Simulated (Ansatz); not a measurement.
## SiNi₂ under strain

Level of theory: Ansatz, DFT PBEsol, scalar-relativistic, plane waves, PAW. Settings: 420 eV cutoff, 12×12×8 k-mesh, Gaussian smearing of 0.10 eV, no spin polarisation.

Starting point, cell and atoms relaxed:

```
CELL_PARAMETERS angstrom
3.86846 0.00000 0.00000
-1.93423 3.35019 0.00000
0.00000 0.00000 4.91699
ATOMIC_POSITIONS crystal
Si 0.33333 0.66667 0.75000
Si 0.66667 0.33333 0.25000
Ni 0.00000 0.00000 0.00000
Ni 0.00000 0.00000 0.50000
Ni 0.33333 0.66667 0.25000
Ni 0.66667 0.33333 0.75000
```

Deformation: all cell vectors scaled alike, the atoms relaxed, all within the symmetry that the strain leaves. Energies are extrapolated to zero smearing.

```csv
strain (%),ΔE (meV/atom),a (Å),b (Å),c (Å)
-6.0,306.4,3.636,3.636,4.622
-4.0,126.2,3.714,3.714,4.720
-2.0,29.2,3.791,3.791,4.819
+0.0,0.0,3.868,3.868,4.917
+2.0,25.6,3.946,3.946,5.015
+4.0,95.0,4.023,4.023,5.114
+6.0,199.1,4.101,4.101,5.212
```

Question: What stiffness (1/V) d²E/dε² at zero strain does a cubic fit over all points give?

Answer: A cubic fit gives (1/V) d²E/dε² = 2122 GPa at zero strain (nine times the bulk modulus at fixed shape).